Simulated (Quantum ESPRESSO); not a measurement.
Crystal: TaN.

```xyz
2
Lattice="0.0000 2.2113 2.2113 2.2113 0.0000 2.2113 2.2113 2.2113 0.0000" Properties=species:S:1:pos:R:3 pbc="T T T"
Ta    2.2113    2.2113    2.2113
N     0.0000    0.0000    0.0000
```

The cell comes from a database or a generator and needn't be the stable form of this composition.

* Program: Quantum ESPRESSO 7.5
* Task: Hubbard U by linear response
* Functional: PBE
* Potentials or basis: PseudoDojo 0.4.1 SR PBE standard
* Cutoff: 1143 eV
* Density cutoff: 4572 eV
* k mesh: 8 × 8 × 8
* Occupations: cold, width 0.2 eV
* Spin: no spin polarisation
* Hubbard terms: Ta d U = 0.0001 eV
* Start of the occupations: default
* Hubbard projectors: atomic
* Mixing beta: 0.3
* Most SCF iterations: 120
* SCF threshold: 4e-10 Ry
* q mesh: 2 × 2 × 2

**Question.** What Hubbard parameters does linear response give?

**Answer.** U = 2.73 eV on Ta 5d. The values belong to these projectors, potentials and this ground state, and don't carry over to other codes.

Hubbard U from linear response:
| site | manifold | U (eV) |
| --- | --- | --- |
| 1 | Ta-5d | 2.73 |
On the first site the bare response is -0.727 and the screened one -0.237 eV⁻¹.

Eigenvalues of the final occupation matrices:
```tsv
site	spin	trace	eigenvalues
Ta 1 5d	each	2.99	0.58 0.58 0.61 0.61 0.61
```

Caveat: U without spin polarisation on a metal has little footing.
